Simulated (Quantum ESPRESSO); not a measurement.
# HfO2 (Fm-3m): modes at Γ and the response to a field, part 3 of 4

Aim: the zone-centre modes of HfO2 (Fm-3m).

Quantum ESPRESSO 7.5; DFT PBEsol, scalar-relativistic, plane waves, PseudoDojo norm-conserving pseudopotentials.

So far. Step 5 (Zone-centre response): The acoustic modes at Γ come out as far as 1.8 cm⁻¹ from zero, where they should vanish, a small numerical error; the Born charges miss their sum rule by 5.0e-4 e, which is good. Step 6 (Modes with the sum rule): The rule moves no optical mode by more than 0.1 cm⁻¹.

## Step 7: Check by a frozen phonon

The atoms are moved along one mode, by 0.015 Å at most in any Cartesian component, and the restoring forces give its frequency without the response code: a check of the response kernel of this functional.

Input file frozen.in:

```
&control
   calculation = 'scf'
   prefix = 'x'
   outdir = './tmp'
   pseudo_dir = './pseudo'
   tprnfor = .true.
/
&system
   ibrav = 2
   celldm(1) = 9.48964512
   nat = 3
   ntyp = 2
   ecutwfc = 92.0
   occupations = 'fixed'
   nbnd = 14
/
&electrons
   conv_thr = 1.0d-11
   mixing_beta = 0.7
   electron_maxstep = 100
/
ATOMIC_SPECIES
 Hf    178.4900  Hf.upf
 O      15.9990  O.upf
ATOMIC_POSITIONS crystal
 Hf     0.000000000   0.000000000   0.000000000
 O      0.746890779   0.753109221   0.747135153
 O      0.253109221   0.246890779   0.252864847
K_POINTS automatic
 8 8 8 0 0 0
```

Command:

```bash
$ OMP_NUM_THREADS=1 mpirun -n 4 pw.x -nk 4 -in frozen.in > frozen.out
```

Log:

```text
[banner, memory and clock lines left out]
Program PWSCF v.7.5

     G-vector sticks info

     bravais-lattice index     =            2
     lattice parameter (alat)  =       9.4896  a.u.
     unit-cell volume          =     213.6436 (a.u.)^3
     number of atoms/cell      =            3
     number of atomic types    =            2
     number of electrons       =        24.00
     number of Kohn-Sham states=           14
     kinetic-energy cutoff     =      92.0000  Ry
     charge density cutoff     =     368.0000  Ry
     scf convergence threshold =      1.0E-11
     mixing beta               =       0.7000
     number of iterations used =            8  plain     mixing
     Exchange-correlation= PBESOL
                           (   1   4  10   8   0   0   0)

     celldm(1)=   9.489645  celldm(2)=   0.000000  celldm(3)=   0.000000
     celldm(4)=   0.000000  celldm(5)=   0.000000  celldm(6)=   0.000000

     crystal axes: (cart. coord. in units of alat)
               a(1) = (  -0.500000   0.000000   0.500000 )
               a(2) = (   0.000000   0.500000   0.500000 )
               a(3) = (  -0.500000   0.500000   0.000000 )

     reciprocal axes: (cart. coord. in units 2 pi/alat)
               b(1) = ( -1.000000 -1.000000  1.000000 )
               b(2) = (  1.000000  1.000000  1.000000 )
               b(3) = ( -1.000000  1.000000 -1.000000 )

     PseudoPot. # 1 for Hf read from file:
     ./pseudo/Hf.upf
     Pseudo is Norm-conserving + core correction, Zval = 12.0
     Using radial grid of 1656 points,  8 beta functions with:
                l(1) =   0
                l(2) =   0
                l(3) =   1
                l(4) =   1
                l(5) =   2
                l(6) =   2
                l(7) =   3
                l(8) =   3

     PseudoPot. # 2 for O  read from file:
     ./pseudo/O.upf
     Pseudo is Norm-conserving + core correction, Zval =  6.0
     Using radial grid of  936 points,  5 beta functions with:
                l(1) =   0
                l(2) =   0
                l(3) =   1
                l(4) =   1
                l(5) =   2

     atomic species   valence    mass     pseudopotential
     Hf               12.00   178.49000     Hf( 1.00)
     O                 6.00    15.99900     O ( 1.00)

      2 Sym. Ops., with inversion, found

   Cartesian axes

     site n.     atom                  positions (alat units)
         1        Hf     tau(   1) = (   0.0000000   0.0000000   0.0000000  )
         2        O      tau(   2) = (  -0.7470130   0.7501222   0.7500000  )
         3        O      tau(   3) = (  -0.2529870   0.2498778   0.2500000  )

     number of k points=   260

     Number of k-points >= 100: set verbosity='high' to print them.

     Dense  grid:    25509 G-vectors     FFT dimensions: (  45,  45,  45)

     Initial potential from superposition of free atoms

     starting charge      23.9983, renormalised to      24.0000
     Starting wfcs are   18 randomized atomic wfcs

     per-process dynamical memory:    69.7 Mb

     Self-consistent Calculation

     iteration #  1     ecut=    92.00 Ry     beta= 0.70
     Davidson diagonalization with overlap
     ethr =  1.00E-02,  avg # of iterations =  2.0

     total energy              =    -178.68373211 Ry
     estimated scf accuracy    <       0.99127743 Ry

     iteration #  2     ecut=    92.00 Ry     beta= 0.70
     Davidson diagonalization with overlap
     ethr =  4.13E-03,  avg # of iterations =  4.0

     total energy              =    -178.91579063 Ry
     estimated scf accuracy    <       1.27873439 Ry

     iteration #  3     ecut=    92.00 Ry     beta= 0.70
     Davidson diagonalization with overlap
     ethr =  4.13E-03,  avg # of iterations =  2.3

     total energy              =    -179.13642876 Ry
     estimated scf accuracy    <       0.01429628 Ry

     iteration #  4     ecut=    92.00 Ry     beta= 0.70
     Davidson diagonalization with overlap
     ethr =  5.96E-05,  avg # of iterations =  5.4

     total energy              =    -179.15414041 Ry
     estimated scf accuracy    <       0.07144993 Ry

     iteration #  5     ecut=    92.00 Ry     beta= 0.70
     Davidson diagonalization with overlap
     ethr =  5.96E-05,  avg # of iterations =  3.2

     total energy              =    -179.16977881 Ry
     estimated scf accuracy    <       0.00629117 Ry

     iteration #  6     ecut=    92.00 Ry     beta= 0.70
     Davidson diagonalization with overlap
     ethr =  2.62E-05,  avg # of iterations =  3.9

     total energy              =    -179.15186556 Ry
     estimated scf accuracy    <       0.04128157 Ry

     iteration #  7     ecut=    92.00 Ry     beta= 0.70
     Davidson diagonalization with overlap
     ethr =  2.62E-05,  avg # of iterations =  4.4

     total energy              =    -179.16003013 Ry
     estimated scf accuracy    <       0.00000659 Ry

     iteration #  8     ecut=    92.00 Ry     beta= 0.70
     Davidson diagonalization with overlap
     ethr =  2.75E-08,  avg # of iterations =  7.9

     total energy              =    -179.15996828 Ry
     estimated scf accuracy    <       0.00057948 Ry

     iteration #  9     ecut=    92.00 Ry     beta= 0.70
     Davidson diagonalization with overlap
     ethr =  2.75E-08,  avg # of iterations =  6.5

     total energy              =    -179.16011987 Ry
     estimated scf accuracy    <       0.00002287 Ry

     iteration # 10     ecut=    92.00 Ry     beta= 0.70
     Davidson diagonalization with overlap
     ethr =  2.75E-08,  avg # of iterations =  2.0

     total energy              =    -179.16011898 Ry
     estimated scf accuracy    <       0.00000676 Ry

     iteration # 11     ecut=    92.00 Ry     beta= 0.70
     Davidson diagonalization with overlap
     ethr =  2.75E-08,  avg # of iterations =  2.0

     total energy              =    -179.16011952 Ry
     estimated scf accuracy    <       0.00000149 Ry

     iteration # 12     ecut=    92.00 Ry     beta= 0.70
     Davidson diagonalization with overlap
     ethr =  6.21E-09,  avg # of iterations =  2.0

     total energy              =    -179.16011905 Ry
     estimated scf accuracy    <       0.00000114 Ry

     iteration # 13     ecut=    92.00 Ry     beta= 0.70
     Davidson diagonalization with overlap
     ethr =  4.73E-09,  avg # of iterations =  3.9

     total energy              =    -179.16011943 Ry
     estimated scf accuracy    <       0.00000002 Ry

     iteration # 14     ecut=    92.00 Ry     beta= 0.70
     Davidson diagonalization with overlap
     ethr =  9.10E-11,  avg # of iterations =  4.0

     total energy              =    -179.16011943 Ry
     estimated scf accuracy    <       0.00000006 Ry

     iteration # 15     ecut=    92.00 Ry     beta= 0.70
     Davidson diagonalization with overlap
     ethr =  9.10E-11,  avg # of iterations =  1.5

     total energy              =    -179.16011942 Ry
     estimated scf accuracy    <       0.00000003 Ry

     iteration # 16     ecut=    92.00 Ry     beta= 0.70
     Davidson diagonalization with overlap
     ethr =  9.10E-11,  avg # of iterations =  2.1

     total energy              =    -179.16011942 Ry
     estimated scf accuracy    <          2.7E-09 Ry

     iteration # 17     ecut=    92.00 Ry     beta= 0.70
     Davidson diagonalization with overlap
     ethr =  1.11E-11,  avg # of iterations =  3.7

     total energy              =    -179.16011942 Ry
     estimated scf accuracy    <          2.7E-10 Ry

     iteration # 18     ecut=    92.00 Ry     beta= 0.70
     Davidson diagonalization with overlap
     ethr =  1.12E-12,  avg # of iterations =  3.3

     total energy              =    -179.16011942 Ry
     estimated scf accuracy    <          1.4E-10 Ry

     iteration # 19     ecut=    92.00 Ry     beta= 0.70
     Davidson diagonalization with overlap
     ethr =  5.80E-13,  avg # of iterations =  2.5

     total energy              =    -179.16011942 Ry
     estimated scf accuracy    <          2.5E-11 Ry

     iteration # 20     ecut=    92.00 Ry     beta= 0.70
     Davidson diagonalization with overlap
     ethr =  1.04E-13,  avg # of iterations =  2.5

     total energy              =    -179.16011942 Ry
     estimated scf accuracy    <          1.3E-11 Ry

     iteration # 21     ecut=    92.00 Ry     beta= 0.70
     Davidson diagonalization with overlap
     ethr =  1.00E-13,  avg # of iterations =  1.7

     End of self-consistent calculation

     Number of k-points >= 100: set verbosity='high' to print the bands.

     highest occupied, lowest unoccupied level (ev):    12.7029   16.4810

!    total energy              =    -179.16011942 Ry
     estimated scf accuracy    <          3.4E-12 Ry

     The total energy is the sum of the following terms:
     one-electron contribution =     -24.18746257 Ry
     hartree contribution      =      27.03134267 Ry
     xc contribution           =     -45.04361962 Ry
     ewald contribution        =    -136.96037990 Ry

     convergence has been achieved in  21 iterations

     Forces acting on atoms (cartesian axes, Ry/au):

     atom    1 type  1   force =     0.00000000    0.00000000    0.00000000
     atom    2 type  2   force =    -0.01178892   -0.00048172    0.00001622
     atom    3 type  2   force =     0.01178892    0.00048172   -0.00001622

     Total force =     0.016686     Total SCF correction =     0.000000

     XML data file, charge density, pseudopotentials, collected wavefunctions
```

Elapsed: 2.5 min, on 4 MPI ranks of Arm Neoverse V1, shared host.

This step gave:

| Quantity | Value |
| --- | --- |
| gap on the k-mesh | 3.778 eV |
| frequency from the forces | 586 cm⁻¹ |
| frequency from linear response | 585.7 cm⁻¹ |

The forces give 586.0 cm⁻¹ against 585.7 cm⁻¹ from linear response after the sum rule.

(Continued in part 4 of 4.)

[Host names and launcher messages were left out of these logs when they were recorded.]

[Logs are printed without paths, hosts, clocks, repeated set-up lines and the standing remarks that a program may print on its own settings, such as how far it seeks lower states.]

[Hosts, paths, dates, database ids (printed as entryN), source tags and the programs' standing remarks are cut or masked in the printed files.]
